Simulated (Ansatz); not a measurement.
# MoS2: the cost of one run

Program: Ansatz 0.2.0. Level of theory: DFT PBE, scalar-relativistic, plane waves, PAW. These are calculated values, not measurements.

7 further runs of the same task are left out: 7 set aside as unsound or not needed.

**1. The starting structure**

The structure is hexagonal, space group P-6m2 (No. 187). Conventional cell: a = 3.185 Å, b = 3.185 Å, c = 17.335 Å, α = 90.00°, β = 90.00°, γ = 120.00°. Around Mo (site symmetry -6m2) lie 6 S at 2.41 Å. S (site symmetry 3m) has 3 Mo at 2.41 Å as nearest neighbours.

Structure file:

```xyz
3
Lattice="3.1846 0.0000 0.0000 -1.5923 2.7580 0.0000 0.0000 0.0000 17.3349" Properties=species:S:1:pos:R:3 pbc="T T T"
Mo    0.0000    0.0000    0.0000
S     0.0000    1.8386    1.5628
S     0.0000    1.8386   15.7721
```

It goes back to an entry of the Materials Project, which need not be the stable form.

It is the result of an earlier relaxation at this level (volume 50.75 Å³/atom; gap on the mesh: 1.66 eV).

**2. The scan**

The energy is mapped over two normal modes frozen in (zone-centre modes of the cell shown, which folds in the wave vector (0, 1/2, 1/2) of the primitive cell).

The axes are (1) amplitude of mode 9 (297 cm⁻¹), largest displacement: 11 values from −0.066 Å; (2) amplitude of mode 15 (375 cm⁻¹), largest displacement: 11 values from −0.060 Å.

Nothing else is relaxed (the cell and all other modes fixed). Energies count from the relaxed high-symmetry cell. Points are written as (first, second).

The modes come from a phonon run on the reference cell, made beforehand.

Displacement patterns for an amplitude of 1 (Å):

```
atom      x1     y1     z1     x2      y2      z2
 Mo1   0.000  0.000  0.000  0.000   0.000  -0.620
 Mo2   0.000  0.000  0.000  0.000   0.000   0.620
  S3   1.000  0.000  0.000  0.000   0.903  -0.430
  S4  -1.000  0.000  0.000  0.000  -0.903   0.430
  S5   1.000  0.000  0.000  0.000   0.903   0.430
  S6  -1.000  0.000  0.000  0.000  -0.903  -0.430
```

**3. Grid point (−0.026 Å, −0.060 Å)**

input.yaml

```yaml
crystal:
  lattice:
    - [-3.1846304049, 0.0, 0.0]
    - [0.0, 5.5159416646, 0.0]
    - [1.5923152025, -2.7579708323, -17.3349242269]
  atoms:
    - { symbol: Mo, position: [0.9989275544, -0.0010724456, -0.0021448911] }
    - { symbol: Mo, position: [0.5010724456, 0.5010724456, 0.0021448911] }
    - { symbol: S, position: [0.9624684508, 0.2776933593, 0.9083572696] }
    - { symbol: S, position: [0.4473784584, 0.7988202165, 0.9113365488] }
    - { symbol: S, position: [0.5541111812, 0.8693360897, 0.0916427304] }
    - { symbol: S, position: [0.0360419096, 0.3874836677, 0.0886634512] }
basis:
  ecutwfc: 420
kpoints:
  mp_grid: { grid: [8, 8, 8] }
hamiltonian:
  xc: pbe
  pseudopotentials: { kind: paw, azcp: { folder: soft_1 } }
scf:
  occupations: { method: gaussian, width: 0.05 }
output:
  forces: true
  stress: true
  eigenvalues: true
```

On the command line:

```bash
ansatz run input.yaml --threads 4 --pin off --max-ram 8192MiB --backend cpu --events-out ev --progress --plain --runs-dir out
```

What time and memory should one allow on 4 threads of Intel Xeon 6975P-C (Granite Rapids), shared host?

About 18 s, with a peak of 1.3 GiB.
